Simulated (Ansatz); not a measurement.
The system is Al.

```
Al
1.0
    -0.02046    1.97065    2.04383
     2.00266    0.00997    2.01341
     2.05929    1.99687   -0.04667
Al
1
Direct
  0.00000 0.00000 0.00000
```

The cell isn't the ideal one: cell sheared at random, sigma 0.03, atoms nudged by 0.01 Å.

| Item | Value |
| --- | --- |
| Program | Ansatz 0.2.0 |
| Task | relaxation of cell and atoms |
| Functional | HSEsol |
| Potentials or basis | Ansatz PAW |
| Cutoff | 420 eV (not typed: the program's choice for these potentials) |
| k mesh | 6 × 6 × 6 |
| Occupations | fermi-dirac, width 0.05 eV |
| Spin | no spin polarisation |

At the start: volume 16.57 Å³/atom.

**Question.** Where does the relaxation end?

**Answer.** It ends after 8 steps and the volume is 16.19 Å³/atom (-2.3 %); space group I4/mmm (No. 139, to 0.05 Å).

Step by step:
```
step  energy change (eV)  largest force (eV/Å)  volume (Å³)
   1              0.0000                0.0000        16.57
   2             -0.0123                0.0000        16.13
   3             -0.0163                0.0000        16.12
   4             -0.0165                0.0000        16.18
   5             -0.0165                0.0000        16.19
   6             -0.0165                0.0000        16.19
   7             -0.0165                0.0000        16.19
   8             -0.0165                0.0000        16.19
```

Final structure:
```cif
data_structure
_symmetry_space_group_name_H-M 'P 1'
_symmetry_Int_Tables_number 1
_cell_length_a 2.8510
_cell_length_b 2.8187
_cell_length_c 2.8513
_cell_angle_alpha 60.340
_cell_angle_beta 59.222
_cell_angle_gamma 60.337
_cell_volume 16.19
loop_
_atom_site_label
_atom_site_type_symbol
_atom_site_fract_x
_atom_site_fract_y
_atom_site_fract_z
_atom_site_occupancy
Al1 Al 0.00000 0.00000 0.00000 1
```

Caveat: the k mesh is coarse (spacing up to 0.46 Å⁻¹), so the values aren't converged, least of all with exact exchange; the plane-wave basis is chosen anew once the cell has moved, so the energies of steps on either side of that aren't comparable; the PAW data sets come from PBE, with cores solved anew for the run's functional, which leaves a small shift of forces and pressure.
